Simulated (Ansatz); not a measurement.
# LiBr(001) slab, 2 layers: from the cell to its phonons

Aim: the vibrations of LiBr(001) slab, 2 layers, their spectra, and whether the structure is stable.

Calculated with Ansatz 0.2.0; DFT PBEsol, scalar-relativistic, plane waves, PAW; PAW set soft_1.

## (1) The starting structure

The cell holds 4 atoms: 2 Br and 2 Li. Its edges and angles: a = 3.889 Å, b = 3.889 Å, c = 15.750 Å, α = 90.0°, β = 90.0°, γ = 90.0°. Vacuum lies along c.

## (2) Relaxation

The cell and atoms are relaxed, since residual forces and stress would shift the frequencies.

The program solves this slab on a cell height of its own, 29.3 Å, in place of the one typed.

input.yaml

```yaml
crystal:
  lattice:
    - [2.75, 2.75, 0.0]
    - [-2.75, 2.75, 0.0]
    - [0.0, 0.0, 15.75]
  atoms:
    - { symbol: Br, position: [0.5, 0.5, 0.412698] }
    - { symbol: Br, position: [0.0, 0.0, 0.587302] }
    - { symbol: Li, position: [0.0, 0.0, 0.412698] }
    - { symbol: Li, position: [0.5, 0.5, 0.587302] }
  periodic: [true, true, false]
kpoints:
  mp_grid: { grid: [6, 6, 1] }
hamiltonian:
  xc: pbesol
  pseudopotentials: { kind: paw, azcp: { folder: soft_1 }, xc_functional: pbe }
scf:
  occupations: { method: gaussian, width: 0.02 }
output:
  forces: true
  stress: true
  eigenvalues: true
  write_density: true
  write_potential: true
  elf: true
  volumetric_format: npy
relax:
  adjacent_minimum: "off"
  f_tol: 0.005
  max_steps: 80
  cell: { stress_2d_tol: 0.02 }
```

Launch:

```sh
> ansatz run input.yaml --threads 4 --pin off --max-ram 16384MiB --backend cpu --events-out ev --progress --plain --runs-dir out
```

Numbers of over 12 decimals in the logs are rounded to 6 here.

Output:

```text
Warning: crystal.periodic: the lattice vector that does not repeat stood 0.000° off the slab's normal, 15.750 Å along it as the deck builds it. The run solves the slab on a vector along the normal, 29.300 Å long, with every atom where it was (on the deck's vector they left 13.00 Å outside them, and the widest stretch free of ions among them is 2.75 Å). A fractional position that the run reports is one of the run's ce [...]
crystal.periodic: the lattice vector that does not repeat stood 0.000° off the slab's normal, 15.750 Å along it as the deck builds it. The run solves the slab on a vector along the normal, 29.300 Å long, with every atom where it was (on the deck's vector they left 13.00 Å outside them, and the widest stretch free of ions among them is 2.75 Å). A fractional position that the run reports is one of the run's cell, which [...]
Engine: ansatz 0.2.0, aarch64-unknown-linux-gnu
Pseudopotentials: kind: paw
Pseudopotential: Br, paw, valence charge 7, recommended cutoff 420 eV (normal), soft_1/Br.paw.azcp
Pseudopotential: Li, paw, valence charge 3, recommended cutoff 420 eV (normal), soft_1/Li.paw.azcp
Functional definition: PBEsol
  exchange = pbesol_x
  correlation = pbesol_c
Crystal: 4 atoms, lattice volume = 443.163 Å³
Basis set: ecut = 420 eV, 8745 PW (Γ), exchange–correlation on 54×54×400 points (8 copies of the dense FFT grid, shifted against one another)
Bands: 14, of which v1, the nominal top of the filled ones, is band 10 counted from 1 (9 counted from 0)
Symmetry: 16 space group operations
Space group: P4/nmm (ITA 129), of the structure as read, at distance tolerance 7.6e-5 Å
k-points: 10 of 36
Non-local potential: Br, projectors of the file, l = 0: 2, l = 1: 2, l = 2: 2
Non-local potential: Li, projectors of the file, l = 0: 3, l = 1: 2, l = 2: 1
PAW form: soft (Blöchl's): semilocal exchange-correlation on the pseudo side does not see the compensation charge
PAW frozen core: Br, regenerated for the run's functional, and the local potential with it (the file was generated under x = pbe(κ = 0.804, μ = 0.219515), c = pbe(β = 0.066725))
PAW one-centre angular grid: Br, 110 points (default); XC on 64 Gauss nodes
PAW one-centre angular grid: Li, 110 points (default); XC on 64 Gauss nodes
Initial density: superposition of atomic densities (neutral atoms: chi_scale 0, normalization atom)
Initial wavefunctions: pseudopotential atomic-orbital guess
Functional: x = pbesol(κ = 0.804, μ = 0.123457), c = pbesol(β = 0.046)
SCF iter   1: F=—  HF=-5885.137602 eV  |F-HF|=—  |Δ(HF+E_count)|=         —  Δρ=8.15e-3  dr2=1.06e0  ethr=3.10e-3  ⟨swp⟩=13.7  Hψ=1405  notcnv=0
preconditioner: auto → Resta (q_TF=auto, 1.628 Å⁻¹)  ε∞=1.4  [insulator: Δε(μ)=5.295 eV  Ē_g=11.387 eV  σ=0.020 eV  W_gap=1.00  n_scr=18 (ndim 8)  ℏωp=7.1 eV  f_vac=0.718  D(μ)=0.00/eV (n_scr^D=0)  ε∞_Penn≈1.4  vacuum switching on, ρ_ref=9.4e-3 e/Å³]
SCF iter   2: F=—  HF=-5884.806175 eV  |F-HF|=—  |Δ(HF+E_count)|=   3.31e-1  Δρ=3.40e-3  dr2=8.45e-2  ethr=3.10e-3  ⟨swp⟩=2.7  Hψ=332  notcnv=0
SCF iter   3: F=—  HF=-5884.811583 eV  |F-HF|=—  |Δ(HF+E_count)|=   5.41e-3  Δρ=1.42e-3  dr2=1.48e-2  ethr=4.22e-4  ⟨swp⟩=4.1  Hψ=286  notcnv=0
SCF iter   4: F=—  HF=-5884.818841 eV  |F-HF|=—  |Δ(HF+E_count)|=   7.26e-3  Δρ=2.94e-4  dr2=1.12e-3  ethr=7.39e-5  ⟨swp⟩=4.9  Hψ=347  notcnv=0  defer=1
SCF iter   5: F=—  HF=-5884.818987 eV  |F-HF|=—  |Δ(HF+E_count)|=   1.46e-4  Δρ=8.79e-5  dr2=2.35e-5  ethr=5.62e-6  ⟨swp⟩=2.9  Hψ=314  notcnv=0
SCF iter   6: F=—  HF=-5884.818910 eV  |F-HF|=—  |Δ(HF+E_count)|=   7.63e-5  Δρ=1.01e-5  dr2=3.56e-7  ethr=1.17e-7  ⟨swp⟩=2.8  Hψ=275  notcnv=0
SCF iter   7: F=-5884.818911 eV  HF=-5884.818911 eV  |F-HF|=2.21e-8  |Δ(HF+E_count)|=   7.89e-7  Δρ=1.30e-6  dr2=7.49e-9  ethr=5.00e-10  ⟨swp⟩=17.6  Hψ=1473  notcnv=0
SCF 1 converged in 7 iterations: F = -5884.818911 eV  dr2 = 7.49e-9
  greatest PAW one-centre occupation: 0.999 electrons in one spin orbital (limit 2), on the Li atom at site 3 (counted from 0), in its partial waves of l = 0
relax step   1: F+E_penalty+E_count = -5884.81891102 eV  Δ(F+E_penalty+E_count) = +0.000e0 eV  max|allowed force component| = 3.358e-1 eV/Å  Δτ_max = 0.0000 Å  P = -1.780 N/m  Ω = 443.163 Å³  fix = [c, alpha, beta]  reactions: c +0.000 N/m  (7 SCF iters, dr2 threshold 1.00e-7 eV, accepted)
Crystal: 4 atoms, lattice volume = 432.076 Å³
Basis set: ecut = 420 eV, 8481 PW (Γ), exchange–correlation on 54×54×400 points (8 copies of the dense FFT grid, shifted against one another)
Initial density: handed on by an earlier stage of this run
Initial wavefunctions: those handed on with the density
iter 1 solved again at ethr=5.45e-5 eV; its pass at ethr=3.10e-3 eV (dr2=1.09e-2 eV) is discarded
SCF iter   1: F=—  HF=-5884.936994 eV  |F-HF|=—  |Δ(HF+E_count)|=         —  Δρ=1.24e-3  dr2=1.01e-2  ethr=5.45e-5  ⟨swp⟩=2.7  Hψ=1372  notcnv=0
preconditioner: auto → none  [insulator: Δε(μ)=4.873 eV  Ē_g=10.964 eV  σ=0.020 eV  W_gap=1.00  n_scr=14 (ndim 8)  ℏωp=7.1 eV  f_vac=0.763  D(μ)=0.00/eV (n_scr^D=0)  ε∞_Penn≈1.4]
SCF iter   2: F=—  HF=-5884.942525 eV  |F-HF|=—  |Δ(HF+E_count)|=   5.53e-3  Δρ=5.88e-4  dr2=1.78e-3  ethr=5.06e-5  ⟨swp⟩=3.2  Hψ=275  notcnv=0
SCF iter   3: F=—  HF=-5884.945382 eV  |F-HF|=—  |Δ(HF+E_count)|=   2.86e-3  Δρ=1.30e-4  dr2=1.71e-4  ethr=8.90e-6  ⟨swp⟩=4.2  Hψ=314  notcnv=0
SCF iter   4: F=—  HF=-5884.945305 eV  |F-HF|=—  |Δ(HF+E_count)|=   7.70e-5  Δρ=4.93e-5  dr2=2.63e-5  ethr=8.55e-7  ⟨swp⟩=3.2  Hψ=322  notcnv=0
SCF iter   5: F=—  HF=-5884.945310 eV  |F-HF|=—  |Δ(HF+E_count)|=   4.44e-6  Δρ=1.49e-5  dr2=1.04e-6  ethr=1.31e-7  ⟨swp⟩=2.1  Hψ=216  notcnv=0
SCF iter   6: F=-5884.945311 eV  HF=-5884.945311 eV  |F-HF|=7.74e-8  |Δ(HF+E_count)|=   1.31e-6  Δρ=2.62e-6  dr2=2.98e-8  ethr=2.00e-9  ⟨swp⟩=17.8  Hψ=1441  notcnv=0
SCF 2 converged in 6 iterations: F = -5884.945311 eV  dr2 = 2.98e-8
relax step   2: F+E_penalty+E_count = -5884.94531113 eV  Δ(F+E_penalty+E_count) = -1.264e-1 eV  max|allowed force component| = 1.166e-1 eV/Å  Δτ_max = 0.1968 Å  P = -1.418 N/m  Ω = 432.076 Å³  energy of the carried Pulay correction = +9.674e-5 eV  fix = [c, alpha, beta]  reactions: c +0.000 N/m  (6 SCF iters, dr2 threshold 4.00e-7 eV, accepted)
Crystal: 4 atoms, lattice volume = 415.988 Å³
Basis set: ecut = 420 eV, 8089 PW (Γ), exchange–correlation on 54×54×400 points (8 copies of the dense FFT grid, shifted against one another)
iter 1 solved again at ethr=1.05e-3 eV; its pass at ethr=3.10e-3 eV (dr2=2.11e-1 eV) is discarded
SCF iter   1: F=—  HF=-5884.894276 eV  |F-HF|=—  |Δ(HF+E_count)|=         —  Δρ=3.87e-3  dr2=2.21e-1  ethr=1.05e-3  ⟨swp⟩=1.9  Hψ=1342  notcnv=0
preconditioner: auto → none  [insulator: Δε(μ)=5.282 eV  Ē_g=11.493 eV  σ=0.020 eV  W_gap=1.00  n_scr=14 (ndim 8)  ℏωp=7.3 eV  f_vac=0.772  D(μ)=0.00/eV (n_scr^D=0)  ε∞_Penn≈1.4]
SCF iter   2: F=—  HF=-5884.841528 eV  |F-HF|=—  |Δ(HF+E_count)|=   5.27e-2  Δρ=1.61e-3  dr2=2.96e-2  ethr=1.05e-3  ⟨swp⟩=3.1  Hψ=312  notcnv=0
SCF iter   3: F=—  HF=-5884.833860 eV  |F-HF|=—  |Δ(HF+E_count)|=   7.67e-3  Δρ=7.25e-4  dr2=1.47e-3  ethr=1.48e-4  ⟨swp⟩=3.2  Hψ=286  notcnv=0
SCF iter   4: F=—  HF=-5884.834989 eV  |F-HF|=—  |Δ(HF+E_count)|=   1.13e-3  Δρ=7.54e-5  dr2=1.58e-5  ethr=7.35e-6  ⟨swp⟩=4.4  Hψ=374  notcnv=0
SCF iter   5: F=—  HF=-5884.834893 eV  |F-HF|=—  |Δ(HF+E_count)|=   9.59e-5  Δρ=1.31e-5  dr2=6.89e-7  ethr=7.92e-8  ⟨swp⟩=2.6  Hψ=298  notcnv=0
SCF iter   6: F=-5884.834893 eV  HF=-5884.834893 eV  |F-HF|=1.45e-8  |Δ(HF+E_count)|=   1.72e-7  Δρ=3.25e-6  dr2=2.83e-8  ethr=2.00e-9  ⟨swp⟩=17.3  Hψ=1478  notcnv=0
SCF 3 converged in 6 iterations: F = -5884.834893 eV  dr2 = 2.83e-8
  greatest PAW one-centre occupation: 1.000 electrons in one spin orbital (limit 2), on the Li atom at site 3 (counted from 0), in its partial waves of l = 0
relax step   3: F+E_penalty+E_count = -5884.83489326 eV  Δ(F+E_penalty+E_count) = +1.104e-1 eV  max|allowed force component| = 8.206e-1 eV/Å  Δτ_max = 0.1961 Å  P = -0.140 N/m  Ω = 415.988 Å³  energy of the carried Pulay correction = +2.416e-4 eV  fix = [c, alpha, beta]  (6 SCF iters, dr2 threshold 4.00e-7 eV, rejected (line search))
[...]
relax step   4: F+E_penalty+E_count = -5884.98519511 eV  Δ(F+E_penalty+E_count) = -3.988e-2 eV  max|allowed force component| = 5.448e-2 eV/Å  Δτ_max = 0.0559 Å  P = -0.813 N/m  Ω = 419.023 Å³  energy of the carried Pulay correction = +2.138e-4 eV  fix = [c, alpha, beta]  reactions: c +0.000 N/m  (9 SCF iters, accepted)
[...]
relax step   5: F+E_penalty+E_count = -5884.99879643 eV  Δ(F+E_penalty+E_count) = -1.360e-2 eV  max|allowed force component| = 1.557e-2 eV/Å  Δτ_max = 0.0188 Å  P = +0.099 N/m  Ω = 401.963 Å³  energy of the carried Pulay correction = +3.723e-4 eV  fix = [c, alpha, beta]  reactions: c +0.000 N/m  (5 SCF iters, dr2 threshold 4.00e-7 eV, accepted)
[...]
relax step   6: F+E_penalty+E_count = -5884.99913907 eV  Δ(F+E_penalty+E_count) = -3.426e-4 eV  max|allowed force component| = 6.778e-3 eV/Å  Δτ_max = 0.0117 Å  P = +0.018 N/m  Ω = 403.766 Å³  energy of the carried Pulay correction = +3.553e-4 eV  fix = [c, alpha, beta]  reactions: c +0.000 N/m  (5 SCF iters, dr2 threshold 1.52e-8 eV, accepted)
[...]
relax step   7: F+E_penalty+E_count = -5884.99917431 eV  Δ(F+E_penalty+E_count) = -3.525e-5 eV  max|allowed force component| = 2.058e-3 eV/Å  Δτ_max = 0.0037 Å  P = -0.000 N/m  Ω = 403.977 Å³  energy of the carried Pulay correction = +3.533e-4 eV  fix = [c, alpha, beta]  reactions: c +0.000 N/m  (5 SCF iters, dr2 threshold 2.87e-9 eV, accepted)
Basis set: ecut = 420 eV, 7865 PW (Γ), exchange–correlation on 50×50×400 points (8 copies of the dense FFT grid, shifted against one another)
Initial wavefunctions: pseudopotential atomic-orbital guess (no wavefunctions were taken with the density)
iter 1 solved again at ethr=1.50e-6 eV; its pass at ethr=3.10e-3 eV (dr2=3.00e-4 eV) is discarded
SCF iter   1: F=—  HF=-5884.998899 eV  |F-HF|=—  |Δ(HF+E_count)|=         —  Δρ=2.21e-5  dr2=2.21e-7  ethr=1.50e-6  ⟨swp⟩=4.9  Hψ=1905  notcnv=0
eigensolver tolerance schedule: the retry pair's looser diagonalisation over-reported the residual by 1360.23 of it (diagonalisation noise at 1.93 of the residual, at the tolerance the schedule requests for it); recorded, not acted on — ethr = c·dr2/N_el stays at c = 1.0e-1
SCF iter   2: F=—  HF=-5884.998776 eV  |F-HF|=—  |Δ(HF+E_count)|=   1.23e-4  Δρ=1.12e-5  dr2=5.45e-8  ethr=1.10e-9  ⟨swp⟩=3.7  Hψ=375  notcnv=0
SCF iter   3: F=—  HF=-5884.998776 eV  |F-HF|=—  |Δ(HF+E_count)|=   3.46e-7  Δρ=9.46e-7  dr2=6.41e-9  ethr=2.73e-10  ⟨swp⟩=2.1  Hψ=230  notcnv=0
SCF iter   4: F=—  HF=-5884.998776 eV  |F-HF|=—  |Δ(HF+E_count)|=   1.43e-9  Δρ=2.76e-7  dr2=2.37e-10  ethr=3.21e-11  ⟨swp⟩=3.4  Hψ=261  notcnv=0
SCF iter   5: F=—  HF=-5884.998776 eV  |F-HF|=—  |Δ(HF+E_count)|=  6.18e-11  Δρ=1.57e-7  dr2=3.49e-11  ethr=1.18e-12  ⟨swp⟩=2.7  Hψ=258  notcnv=0
SCF iter   6: F=-5884.998776 eV  HF=-5884.998776 eV  |F-HF|=1.82e-12  |Δ(HF+E_count)|=  5.64e-11  Δρ=3.11e-8  dr2=1.85e-12  ethr=1.00e-12  ⟨swp⟩=8.8  Hψ=971  notcnv=0
SCF 8 converged in 6 iterations: F = -5884.998776 eV  dr2 = 1.85e-12
relax step   8: F+E_penalty+E_count = -5884.99877629 eV  Δ(F+E_penalty+E_count) = +3.980e-4 eV  max|allowed force component| = 2.043e-3 eV/Å  Δτ_max = 0.0000 Å  P = +0.001 N/m  Ω = 403.977 Å³  fix = [c, alpha, beta]  reactions: c +0.000 N/m  stress off target by 7.77e-4 N/m on what of the cell is left free  SCF on the basis re-selected at this cell (its energy is not comparable with the rows above)  (6 SCF iters)
basis re-selected at this cell: Δ(F+E_penalty+E_count) = +3.980e-4 eV, ΔP = +0.001 N/m vs the last step (what re-selecting the basis moved, of the pressure what is left beyond the Pulay correction that the steps carried, after the strain that the cell walked since its last selection, with what the two solves' SCF thresholds leave and, on support functions, any second-order correction that the steps lacked; it is no measure of the basis error at this ecutwfc). The dense FFT grid was sized anew with the basis: this SCF ran on 25×25×200 points, the steps before it on 27×27×200, so part of this shift can come from that change (see relax.cell in the input reference). [rest of the remark cut]
SCF converged after 6 iterations
Free energy (F): -5884.998776 eV
Harris-Foulkes:  -5884.998776 eV  (|F-HF|=1.82e-12)
Internal energy: -5884.998776 eV  (E = F + TS)
E sigma→0 (E₀):  -5884.998776 eV
Fermi energy:    -4.154654 eV
--- Per-component energies (eV) ---
  E_band       = -375.762722
  E_kinetic    = 297.466849
  E_local      = -15398.995622  (includes V_loc(G=0)·N_el)
  E_nonlocal   = 64.646101
  E_hartree    = 7473.817722
  E_xc         = -408.898452
  E_vxc        = -242.803409  (∫ρ·V_xc dr)
  E_paw        = -4583.102906  (= ΣΔE_a)
  E_vpaw       = -43.712527  (= ΣTr[D̂ρ^β])
  E_aug_tail   = 0.000511  (compensation charges beyond the density's cutoff)
  E_ewald      = 6669.882478
  E_core_change = 0.184542  (= ΣΔE_core)
  E_smearing   = -0.000000  (= −TS)
  E_closure    = -0.000000  (closes the sum)
  Σ components = -5884.998776   (vs F -5884.998776, Δ=0.00e0)
--- Forces (eV/Å), atoms counted from 1 ---
  atom   1  Br     0.00000000     0.00000000     0.00204330
  atom   2  Br     0.00000000     0.00000000    -0.00204330
  atom   3  Li     0.00000000     0.00000000     0.00164893
  atom   4  Li     0.00000000     0.00000000    -0.00164893
  max |Σ_I F_I| component: 2.17e-19 eV/Å
--- 2D stress c σ (N/m, compression-positive) ---
        0.000777      -0.000000       0.000000
       -0.000000       0.000777       0.000000
        0.000000       0.000000       0.000000
  P = ½ c Tr σ = 0.0008 N/m
--- Band table (eV; the first three rows and the last of 10) ---
  k-point 0: bands = [... 6 lower, -7.4038, -7.3524, -6.8647, -6.8647, -1.6346 (-1.6346°), -0.7768 (-0.7773°), 0.1297, 0.1941]
  k-point 1: bands = [... 6 lower, -7.4992, -7.2782, -7.1785, -6.7948, -1.1109 (-1.1109°), -0.7013 (-0.7015°), 0.4059, 0.4352]
  k-point 2: bands = [... 6 lower, -8.0623, -7.2565, -6.9766, -6.6748, -0.8006, -0.2761 (-0.2761°), 0.6455, 0.9149]
  k-point 9: bands = [... 6 lower, -8.5971, -8.5971, -7.4707, -7.4707, -0.1399, -0.1399, 0.7491, 0.7491]
  ° read free of the cell's end (the report's vacuum.weakly_bound_levels)
--- Relaxed structure (7 steps of the walk, 6 accepted, 1 SCFs on fresh bases) ---
  F+E_penalty+E_count = -5884.99877629 eV   max|allowed force component| = 2.043e-3 eV/Å   (the final SCF, on the basis selected at the relaxed cell)
  cell:  # Å, volume = 403.9766 Å³
    - [2.625603, 2.625603, 0.0]
    - [-2.625603, 2.625603, 0.0]
    - [0.0, 0.0, 29.300026]
  atoms:
    - { symbol: Br, position: [0.5, 0.5, 0.218446] }
    - { symbol: Br, position: [0, 0, 0.319096] }
    - { symbol: Li, position: [0, 0, 0.230836] }
    - { symbol: Li, position: [0.5, 0.5, 0.306706] }
```

Elapsed: 13 s, on 4 threads of Arm Neoverse V1, shared host; peak memory 0.64 GiB.

The steps of the relaxation:

| step | energy less that of the first step (eV) | largest force component (eV/Å) | volume (Å³) |
| --- | --- | --- | --- |
| 1 | 0.0000 | 0.3358 | 443.16 |
| 2 | -0.1264 | 0.1166 | 432.08 |
| 3 | -0.0160 | 0.8206 | 415.99 |
| 4 | -0.1663 | 0.0545 | 419.02 |
| 5 | -0.1799 | 0.0156 | 401.96 |
| 6 | -0.1802 | 0.0068 | 403.77 |
| 7 | -0.1803 | 0.0021 | 403.98 |
| 8* | -0.1799 | 0.0020 | 403.98 |

Relaxation steps marked * repeat the geometry before them on a plane-wave basis chosen anew for their cell, so energy and pressure can jump there. Relaxation step 3 was tried and not accepted.

Forces are held to the 16 operations that the run works with; a distortion that breaks them can't arise in this run.

| cell as run | before | after | change |
| --- | --- | --- | --- |
| a (Å) | 3.889 | 3.713 | -4.5 % |
| b (Å) | 3.889 | 3.713 | -4.5 % |

The atoms that moved most (Å, along periodic axes as changes of fractional coordinates times the final cell, across vacuum about the mean position):

| atom | dx | dy | dz | length |
| --- | --- | --- | --- | --- |
| Li3 | 0.000 | 0.000 | 0.264 | 0.264 |
| Li4 | 0.000 | 0.000 | -0.264 | 0.264 |
| Br1 | 0.000 | 0.000 | -0.100 | 0.100 |
| Br2 | 0.000 | 0.000 | 0.100 | 0.100 |

Final coordinates:

```xyz
4
Lattice="2.6256 2.6256 0.0000 -2.6256 2.6256 0.0000 0.0000 0.0000 29.3000" Properties=species:S:1:pos:R:3
Br    0.0000    2.6256    6.4005
Br    0.0000    0.0000    9.3495
Li    0.0000    0.0000    6.7635
Li    0.0000    2.6256    8.9865
```

This step gave:

* gap on the k-mesh: 5.040 eV
* direct gap on mesh: 5.230 eV
* area per atom: 3.447 Å²

Electrostatic potential energy in the ac plane at fractional y = 0.000, with atoms of Br and Li within 0.2 Å of it. With pseudopotentials it is smooth inside the atoms' cores, unlike the true potential.

Ten even steps from '_' (-22 eV) to '@' (0 eV), each cell a mean:
```
@@@@@@@@@@@@@@@@@@@@@@@@@@@@
@@@@@@@@@@@@@@@@@@@@@@@@@@@@
@@@@@@@@@@@@@@@@@@@@@@@@@@@@
@@@@@@@@@@@@@@@@@@@@@@@@@@@@
@@@@@@@@@@@@@@@@@@@@@@@@@@@@
@@@@@@@@@@@@@@@@@@@@@@@@@@@@
@@@@@@@@@@@@@@@@@@@@@@@@@@@@
@@@@@@@@@@@@@@@@@@@@@@@@@@@@
@@@@@@@@@@@@@@@@@@@@@@@@@@@@
@@@@@@@@@@@@@@@@@@@@@@@@@@@@
@@@@@@@@@@@@@@@@@@@@@@@@@@@@
@@@@@@@@@@@@@@@@@@@@@@@@@@@@
@@@@@@@@@@@@@@@@@@@@@@@@@@@@
@@@@@@@@@@@@@@@@@@@@@@@@@@@@
@@@@@@@@@@@@@@@@@@@@@@@@@@@@
--==++##%%@@@@@@@@@@%%**====
______--##%%@@@@@@%%**..____
++**##%%@@@@@@@@@@@@%%%%##**
____::**%%@@@@@@@@%%%%++::__
%%%%%%@@@@@@@@@@@@@@@@@@%%%%
@@@@@@@@@@@@@@@@@@@@@@@@@@@@
@@@@@@@@@@@@@@@@@@@@@@@@@@@@
@@@@@@@@@@@@@@@@@@@@@@@@@@@@
@@@@@@@@@@@@@@@@@@@@@@@@@@@@
```
Columns run along a (3.7 Å; values clipped at the 3rd and 97th percentile), rows up along c (29.3 Å). Atoms in or near the plane, at fractional coordinates: Br at (0.00, 0.32), Li at (0.00, 0.23).

ELF in the ac plane at fractional y = 0.000, with atoms of Br and Li within 0.2 Å of it. It is the smooth field of the valence electrons, not physical close to the nuclei.

Ten even steps from '0' (0.00) to '9' (0.85), each cell a mean:
```
00000000000000
00000000000000
00000000000000
00000000000000
00000000000000
00000000000000
00000000000000
00000000000000
00000000000000
00000000000000
00000000000000
00000000000000
00000000000000
00000000000000
33221000001223
89987410157999
35899610279984
55432100012445
96100000000037
00000000000000
00000000000000
00000000000000
00000000000000
00000000000000
```
Columns run along a (3.7 Å), rows up along c (29.3 Å). Atoms in or near the plane, at fractional coordinates: Br at (0.00, 0.32), Li at (0.00, 0.23).

Valence density in the ac plane at fractional y = 0.000, with atoms of Br and Li within 0.2 Å of it. It is the smooth field of the valence electrons, not physical close to the nuclei.

Ten steps, logarithmic in the rise over the least value, from '_' (0.0 e/Å³) to '@' (4.4 e/Å³), each cell a mean:
```
____________________________
____________________________
____________________________
____________________________
____________________________
____________________________
____________________________
____________________________
____________________________
____________________________
____________________________
____________________________
____________________________
____________________________
____________________________
**++++==--::......::--==++++
++******==--::..::--++******
====--::::..........::::--==
@@%%==................::++@@
____________......__________
____________________________
____________________________
____________________________
____________________________
```
Columns run along a (3.7 Å), rows up along c (29.3 Å). Atoms in or near the plane, at fractional coordinates: Br at (0.00, 0.32), Li at (0.00, 0.23).

(Part 1 of 2 ends here.)

[Logs are printed without paths, hosts, clocks, repeated set-up lines and the standing remarks that a program may print on its own settings, such as how far it seeks lower states.]

[Hosts, paths, dates, database ids (printed as entryN), source tags and the programs' standing remarks are cut or masked in the printed files.]
